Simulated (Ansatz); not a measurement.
# Relaxation path: HgTe (zincblende type)

DFT, PBE, PAW with Ansatz's default frozen-core files, scalar-relativistic (Ansatz 0.2.0); a Γ-centred 11×11×11 k mesh, Fermi–Dirac smearing of 0.08 eV, no spin polarisation. The run relaxes cell and atoms at a target pressure of 4 GPa.

Command: `ansatz run input.yaml --threads 1 --pin off --max-ram 3584MiB --backend cpu --events-out ev --progress --plain --runs-dir out` It took 46 s on 1 thread of Arm Neoverse V1 (shared host), peak memory 0.4 GiB.

```yaml
crystal:
  lattice:
    - [0.0, 3.1610688685, 3.1610688685]
    - [3.1610688685, 0.0, 3.1610688685]
    - [3.1610688685, 3.1610688685, 0.0]
  atoms:
    - { symbol: Hg, position: [0.0, 0.0, 0.0] }
    - { symbol: Te, position: [0.25, 0.25, 0.25] }
kpoints:
  mp_grid: { grid: [11, 11, 11] }
scf:
  occupations: { method: fermi_dirac, width: 0.08 }
hamiltonian:
  xc: pbe
  pseudopotentials: { kind: paw }
output:
  forces: true
  stress: true
  eigenvalues: true
relax:
  f_tol: 0.005
  max_steps: 40
  cell: { p_target: 4.0, stress_tol: 0.03 }
```

Each step lists its enthalpy F + pV a cell above the last geometry, the pressure, the cell vectors (Å), and Cartesian positions (Å) with forces (eV/Å).

The first step:

```
step 1  dH = 41.75 meV  P = 7.70 GPa
  cell 0.0000 3.1611 3.1611  3.1611 0.0000 3.1611  3.1611 3.1611 0.0000
  Hg 0.0000 0.0000 0.0000   0.0000 0.0000 0.0000
  Te 1.5805 1.5805 1.5805   0.0000 0.0000 0.0000
```

Spin–orbit coupling is left out, which matters for the heavy atoms.

Task: Where does the relaxation end, and by which steps?

Result: After 4 geometries, with conventional a, b, c = 6.450, 6.450, 6.450 Å, at 33.545 Å³/atom (+6.20 % against the start) in space group F-43m, with a shortest distance of 2.793 Å. The further steps:
```
step 2  dH = 46.38 meV  P = 0.98 GPa  (not accepted)
  cell 0.0000 3.2962 3.2962  3.2962 0.0000 3.2962  3.2962 3.2962 0.0000
  Hg 0.0000 0.0000 0.0000   0.0000 0.0000 0.0000
  Te 1.6481 1.6481 1.6481   0.0000 0.0000 0.0000
step 3  dH = 0.06 meV  P = 3.90 GPa
  cell 0.0000 3.2269 3.2269  3.2269 0.0000 3.2269  3.2269 3.2269 0.0000
  Hg 0.0000 0.0000 0.0000   0.0000 0.0000 0.0000
  Te 1.6135 1.6135 1.6135   0.0000 0.0000 0.0000
step 4  dH = 0.00 meV  P = 3.99 GPa
  cell 0.0000 3.2251 3.2251  3.2251 0.0000 3.2251  3.2251 3.2251 0.0000
  Hg 0.0000 0.0000 0.0000   0.0000 0.0000 0.0000
  Te 1.6125 1.6125 1.6125   0.0000 0.0000 0.0000
step 5  dH = -0.81 meV  P = 3.99 GPa  (same geometry on a basis chosen anew; earlier energies don't compare to the last digit)
  cell 0.0000 3.2251 3.2251  3.2251 0.0000 3.2251  3.2251 3.2251 0.0000
  Hg 0.0000 0.0000 0.0000   0.0000 0.0000 0.0000
  Te 1.6125 1.6125 1.6125   0.0000 0.0000 0.0000
```
